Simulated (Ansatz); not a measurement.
Runs of Ansatz 0.2.0 on N. Symmetry: P2_13, No. 198, cubic system. Conventional cell: a = 5.815 Å, b = 5.815 Å, c = 5.815 Å, α = 90.00°, β = 90.00°, γ = 90.00°. Around N (site symmetry 3) lie 1 N at 1.11 Å. N (site symmetry 3) is surrounded by 1 N at 1.11 Å. 

| task | level | cell | cutoff (eV) | points for each segment of the path | gap on the mesh (eV) | pressure (GPa) | largest force (eV/Å) |
| --- | --- | --- | --- | --- | --- | --- | --- |
| relaxation of cell and atoms | LDA | relaxed | 420 | - | 6.88 | 0.0 | - |
| band structure | PBEsol | as given | 420 | 10 | 7.44 | -0.8 | (a) |
| band structure | LDA | as given | 420 | 10 | 7.31 | (b) | 1.69 |
| band structure | r2SCAN | as given | 500 | 10 | 8.16 | -2.2 | (c) |

Alike in all rows: potentials or basis Ansatz PAW; no spin polarisation; k mesh 5 × 5 × 5; smearing fermi-dirac 0.05 eV.

Question: Estimate the missing entries.

Answer: (a) 0.84; (b) -2.5; (c) 1.81.

Caveats: the PAW data sets come from PBE, with cores solved anew for the run's functional, which leaves a small shift of forces and pressure; forces of over 1 eV/Å show positions far from the minimum, so gaps and moduli don't describe the material at rest (some runs); odd divisions of the mesh miss points on the zone boundary, where band edges often lie, so the gap on the mesh can be too wide (some runs); the plane-wave basis is chosen anew once the cell has moved, so the energies of steps on either side of that aren't comparable (some runs).

A k mesh can miss the band edges.

Runs at the PBE level aren't shown here.
